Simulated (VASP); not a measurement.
# Cl2 in VASP: settings compared

One molecule, Cl2, is run at these levels: PBE+D3(BJ), HSE06+D3(BJ); tasks: single point, vibrations by finite differences.

Program: VASP 6.6.1. These are calculated values, not measurements. Logs are shortened: lines on timing, memory, paths and dates and some standing lists are left out, and cuts for length are marked.

### 1 The structure

The cell holds a molecule in a box, 2 atoms: a = 12.244 Å, b = 12.744 Å, c = 13.244 Å, α = 90.00°, β = 90.00°, γ = 90.00°.

### 2 Single point, PBE+D3(BJ)

The input, INCAR:

```
SYSTEM = Cl
  PREC = Accurate
  ENCUT = 250
  EDIFF = 1E-6
  ISMEAR = 0
  SIGMA = 0.01
  LREAL = .FALSE.
  LASPH = .TRUE.
  NELM = 80
  ALGO = Fast
  ISIF = 2
  LWAVE = .FALSE.
  LCHARG = .FALSE.
  GGA = PE
  IVDW = 12
  ISYM = 0
```

The input, KPOINTS:

```
regular mesh
0
G
  1 1 1
  0 0 0
```

The input, POSCAR:

```
Cl                                      
1.0
   12.2435518912      0.0000000000      0.0000000000
    0.0000000000     12.7435518912      0.0000000000
    0.0000000000      0.0000000000     13.2435518912
  Cl            
     2
Selective dynamics
Direct
     0.5070694910999975    0.4647347348999986    0.5658264453999990   F   F   F
     0.4930923196144288    0.5422085986833837    0.4356922929697721   T   T   T
```

Potentials or basis: VASP PAW PBE potentials, release 64 (Cl).

The run is started by

```console
cat potpaw_PBE.64/Cl/POTCAR > POTCAR
mpirun -np 4 vasp_gam > vasp.out
```

OUTCAR:

```text
SYSTEM = Cl
   PREC = Accurate
   ENCUT = 250
   EDIFF = 1E-6
   ISMEAR = 0
   LREAL = .FALSE.
   LASPH = .TRUE.
   NELM = 80
   ISIF = 2
   GGA = PE
   IVDW = 12
   ISYM = 0
 IVDW          = 12

 ion  position               nearest neighbor table
   1  0.507  0.465  0.566-   2 1.99
   2  0.493  0.542  0.436-   1 1.99

IMPORTANT INFORMATION: All symmetrisations will be switched off!
NOSYMM: (Re-)initialisation of all symmetry stuff for point group C_1.

----------------------------------------------------------------------------------------

                                     Primitive cell

  volume of cell :    2066.3429

  direct lattice vectors                    reciprocal lattice vectors
    12.243551891  0.000000000  0.000000000     0.081675645  0.000000000  0.000000000
     0.000000000 12.743551891  0.000000000     0.000000000  0.078471058  0.000000000
     0.000000000  0.000000000 13.243551891     0.000000000  0.000000000  0.075508444

  length of vectors
    12.243551891 12.743551891 13.243551891     0.081675645  0.078471058  0.075508444

  position of ions in fractional coordinates (direct lattice)
     0.507069491  0.464734735  0.565826445
     0.493092320  0.542208599  0.435692293

  ion indices of the primitive-cell ions
   primitive index   ion index
                 1           1
                 2           2

----------------------------------------------------------------------------------------

 KPOINTS: regular mesh

Automatic generation of k-mesh.
 Grid dimensions read from file:
 generate k-points for:    1    1    1

 Generating k-lattice:

  Cartesian coordinates                     Fractional coordinates (reciprocal lattice)
     0.081675645  0.000000000  0.000000000     1.000000000  0.000000000  0.000000000
     0.000000000  0.078471058  0.000000000     0.000000000  1.000000000  0.000000000
     0.000000000  0.000000000  0.075508444     0.000000000  0.000000000  1.000000000

  Length of vectors
     0.081675645  0.078471058  0.075508444

  Shift w.r.t. Gamma in fractional coordinates (k-lattice)
     0.000000000  0.000000000  0.000000000

 Subroutine IBZKPT returns following result:
 ===========================================

 Found      1 irreducible k-points:

 Following reciprocal coordinates:
            Coordinates               Weight
  0.000000  0.000000  0.000000      1.000000
   k-points           NKPTS =      1   k-points in BZ     NKDIM =      1   number of bands    NBANDS=     12
   number of dos      NEDOS =    301   number of ions     NIONS =      2
   total plane-waves  NPLWV = 313600
   dimension x,y,z NGX =    64 NGY =   70 NGZ =   70
   dimension x,y,z NGXF=   128 NGYF=  140 NGZF=  140
   ions per type =               2
   NGX,Y,Z   is equivalent  to a cutoff of   8.69,  9.13,  8.79 a.u.
   NGXF,Y,Z  is equivalent  to a cutoff of  17.38, 18.26, 17.57 a.u.
 SYSTEM =  Cl
   PREC   = accura    normal or accurate (medium, high low for compatibility)
   ISTART =      0    job   : 0-new  1-cont  2-samecut
   ICHARG =      2    charge: 1-file 2-atom 10-const
   ISPIN  =      1    spin polarized calculation?
   LNONCOLLINEAR =      F non collinear calculations
   LSORBIT =      F    spin-orbit coupling
   LASPH  =      T    aspherical Exc in radial PAW
   ENCUT  =  250.0 eV  18.37 Ry    4.29 a.u.  15.78 16.43 17.07*2*pi/ulx,y,z
   NELM   =     80;   NELMIN=  2; NELMDL= -5     # of ELM steps
   EDIFF  = 0.1E-05   stopping-criterion for ELM
   LREAL  =      F    real-space projection
   EDIFFG = 0.1E-04   stopping-criterion for IOM
   NSW    =      0    number of steps for IOM
   IBRION =     -1    ionic relax: 0-MD 1-quasi-New 2-CG
   NFREE  =      0    steps in history (QN), initial steepest desc. (CG)
   ISIF   =      2    stress and relaxation
   ISYM   =      0    0-nonsym 1-usesym 2-fastsym
   POTIM  = 0.5000    time-step for ionic-motion
   TEBEG  =    0.0;   TEEND  =   0.0 temperature during run
   PSTRESS=    0.0 pullay stress
   NELECT =      14.0000    total number of electrons
   NUPDOWN=      -1.0000    fix difference up-down
   EMIN   =  10.00;   EMAX   =-10.00  energy-range for DOS
   EFERMI =   0.00;   METHOD = LEGACY
   ISMEAR =     0;   SIGMA  =   0.01  broadening in eV -4-tet -1-fermi 0-gaus
   EFERMI_NEDOS =   21; number of points for ismear=-14 and -15
   IALGO  =     68    algorithm
   IMIX   =      4    mixing-type and parameters
     AMIX     =   0.40;   BMIX     =  1.00
     AMIX_MAG =   1.60;   BMIX_MAG =  1.00
  volume/ion in A,a.u.               =    1033.17      6972.19
  Fermi-wavevector in a.u.,A,eV,Ry     =   0.309778  0.585395  1.305645  0.095962
  Thomas-Fermi vector in A             =   1.186804
   LORBIT       =      0    0 simple, 1 ext, 2 COOP (PROOUT), +10 PAW based schemes
   GGA     = PE    functional components
   LHFCALC =     F    Hartree Fock is set to
   AEXX    =    0.0000 exact exchange contribution
   IVDW    =    12    specifies the selected vdW correction
   LEPSILON=     F    determine dielectric tensor
   LRPA    =     F    only Hartree local field effects (RPA)
 non-spin polarized calculation
 RMM-DIIS sequential band-by-band and
 Gauss-broadening in eV      SIGMA  =   0.01
  energy-cutoff  :      250.00
  volume of cell :     2066.34
 maximum number of plane-waves:      9273
 NGX is ok and might be reduce to    64
   NGX = 31   NGY = 33   NGZ = 35

 number of electron      13.9999998 magnetization

 Free energy of the ion-electron system (eV)
  ---------------------------------------------------
  ext. energy  EPLUGINS =         0.00000000
  ---------------------------------------------------
  free energy    TOTEN  =        -3.57019310 eV

  energy without entropy =       -3.57019310  energy(sigma->0) =       -3.57019310

 E-fermi :  -7.0570     XC(G=0):  -0.5004

 val. band max:       -7.1187016319   @ k =   0.0000   0.0000   0.0000
 cond. band min:      -4.0639953688   @ k =   0.0000   0.0000   0.0000
 fundamental gap:      3.0547062631
 Fermi energy:        -7.0569831521

 k-point     1 :       0.0000    0.0000    0.0000
  band No.  band energies     occupation
      1     -23.3829      2.00000
      2     -19.1331      2.00000
      3     -11.7950      2.00000
      4      -9.7823      2.00000
      5      -9.7821      2.00000
      6      -7.1188      2.00000
      7      -7.1187      2.00000
      8      -4.0640      0.00000
      9      -0.3402      0.00000
     10       0.5454      0.00000
     11       0.6461      0.00000
     12       0.7351      0.00000

------------------------ aborting loop because EDIFF is reached ----------------------------------------

 Edisp (eV)   -0.02838

 E8    (eV) :    -0.0110

  FORCE on cell =-STRESS in cart. coord.  units (eV):
  Direction    XX          YY          ZZ          XY          YZ          ZX
  --------------------------------------------------------------------------------------
  -------------------------------------------------------------------------------------
  Total      -1.20387    -1.08572    -0.86419    -0.01986    -0.21121     0.03366
  in kB      -0.93344    -0.84183    -0.67007    -0.01540    -0.16376     0.02610
  external pressure =       -0.82 kB  Pullay stress =        0.00 kB

 VOLUME and BASIS-vectors are now :
 -----------------------------------------------------------------------------
  energy-cutoff  :      250.00
  volume of cell :     2066.34
      direct lattice vectors                 reciprocal lattice vectors
    12.243551891  0.000000000  0.000000000     0.081675645  0.000000000  0.000000000
     0.000000000 12.743551891  0.000000000     0.000000000  0.078471058  0.000000000
     0.000000000  0.000000000 13.243551891     0.000000000  0.000000000  0.075508444

 POSITION                                       TOTAL-FORCE (eV/Angst)
 -----------------------------------------------------------------------------------
      6.20833      5.92237      7.49355         0.002538     -0.013523      0.022421
      6.03720      6.90966      5.77011        -0.002538      0.013523     -0.022421
 -----------------------------------------------------------------------------------
    total drift:                                0.000021     -0.000380      0.000036

  FREE ENERGIE OF THE ION-ELECTRON SYSTEM (eV)
  ---------------------------------------------------
  free  energy   TOTEN  =        -3.5985760745 eV

  energy  without entropy=       -3.5985760745  energy(sigma->0) =       -3.59857607
```

stdout:

```text
POSCAR found type information on POSCAR Cl
 POSCAR found :  1 types and       2 ions
 scaLAPACK will be used
 LDA part: xc-table for (Slater+PW92), standard interpolation
 POSCAR, INCAR and KPOINTS ok, starting setup
 FFT: planning ... GRIDC
 FFT: planning ... GRID_SOFT
 FFT: planning ... GRID
 WAVECAR not read
 entering main loop
```

Wall time 9.9 s (4 MPI ranks of Intel Xeon Platinum 8488C (Sapphire Rapids), shared host); peak memory 0.26 GiB.

The run converged, but a check on its numbers failed (symmetry, net force, bounds or a known fault of this set-up), so they aren't taken as properties of the molecule.

Caveat: the cutoff lies under the usual one of these potentials, so the numbers hold a large basis-set error.

### 3 Single point, HSE06+D3(BJ)

POSCAR is that of step 2.

The input, INCAR.step1:

```
SYSTEM = Cl
  PREC = Accurate
  ENCUT = 400
  EDIFF = 1E-5
  ISMEAR = 0
  SIGMA = 0.01
  LREAL = .FALSE.
  LASPH = .TRUE.
  NELM = 80
  ALGO = Normal
  ISIF = 2
  LWAVE = .TRUE.
  LCHARG = .FALSE.
  ISYM = 0
  TIME = 0.4
  GGA = PE
```

The input, INCAR.step2:

```
SYSTEM = Cl
  PREC = Accurate
  ENCUT = 400
  EDIFF = 1E-6
  ISMEAR = 0
  SIGMA = 0.01
  LREAL = .FALSE.
  LASPH = .TRUE.
  NELM = 80
  ALGO = Damped
  ISIF = 2
  LWAVE = .FALSE.
  LCHARG = .FALSE.
  GGA = PE
  LHFCALC = .TRUE.
  HFSCREEN = 0.2
  PRECFOCK = Fast
  IVDW = 12
  VDW_S6 = 1.0
  VDW_S8 = 2.31
  VDW_A1 = 0.383
  VDW_A2 = 5.685
  ISYM = 0
  TIME = 0.4
  ISTART = 1
```

KPOINTS is that of step 2.

Potentials or basis: VASP PAW PBE potentials, release 64 (Cl).

The run is started by

```console
cat potpaw_PBE.64/Cl/POTCAR > POTCAR
cp INCAR.step1 INCAR
mpirun -np 4 vasp_gam > vasp.out
cp INCAR.step2 INCAR
mpirun -np 4 vasp_gam > vasp.out
```

It took 46 s on 4 MPI ranks of Intel Xeon Platinum 8488C (Sapphire Rapids), shared host; peak memory 0.52 GiB.

Results (log left out):

```yaml
Free_energy: -5.2997 eV
Largest_force: 0.548 eV/Å
Gap_between_the_frontier_levels: 4.79 eV
Dispersion_energy_per_atom: -0.010 eV
```

Forces in eV/Å, atoms in the order of the input:
```
Cl  -0.051  0.270 -0.474
Cl   0.051 -0.270  0.474
```

Levels at points of the mesh, in eV from the valence-band top:
```csv
k point,band 4,band 5,band 6,band 7,band 8,band 9,band 10,band 11
"(0.00, 0.00, 0.00)",-2.86,-2.86,0.00,0.00,4.79,7.94,8.82,8.90
```

Caveat: the PAW data sets were made with another functional, which shifts forces and pressure a little.

### 4 Vibrations by finite differences, PBE+D3(BJ)

INCAR, as its differences from that of step 2:

```diff
@@ -2,4 +2,4 @@
   PREC = Accurate
-  ENCUT = 250
-  EDIFF = 1E-6
+  ENCUT = 400
+  EDIFF = 1E-7
   ISMEAR = 0
@@ -15,2 +15,6 @@
   IVDW = 12
+  IBRION = 5
+  NFREE = 2
+  POTIM = 0.015
+  NSW = 1
   ISYM = 0
```

KPOINTS is that of step 3.

The input, POSCAR:

```
Cl                                      
1.0
   12.2435518912      0.0000000000      0.0000000000
    0.0000000000     12.7435518912      0.0000000000
    0.0000000000      0.0000000000     13.2435518912
  Cl            
     2
Selective dynamics
Direct
0.5070694910999975  0.4647347348999986  0.5658264453999990  T T T
0.4930923196144288  0.5422085986833837  0.4356922929697721  T T T
```

The run is started by

```console
cat potpaw_PBE.64/Cl/POTCAR > POTCAR
mpirun -np 4 vasp_gam > vasp.out
```

Wall time 2.8 min (4 MPI ranks of Intel Xeon Platinum 8488C (Sapphire Rapids), shared host); peak memory 0.42 GiB.

Results (log left out):

```yaml
Highest_phonon_frequency_at_Γ: 537 cm⁻¹
Dispersion_energy_per_atom: -0.014 eV
```

Phonon frequencies in cm⁻¹ (negative: imaginary):
| q point | frequencies |
| --- | --- |
| (0.000, 0.000, 0.000) | -13 -10 0 6 9 537 |

Caveat: some modes are imaginary.
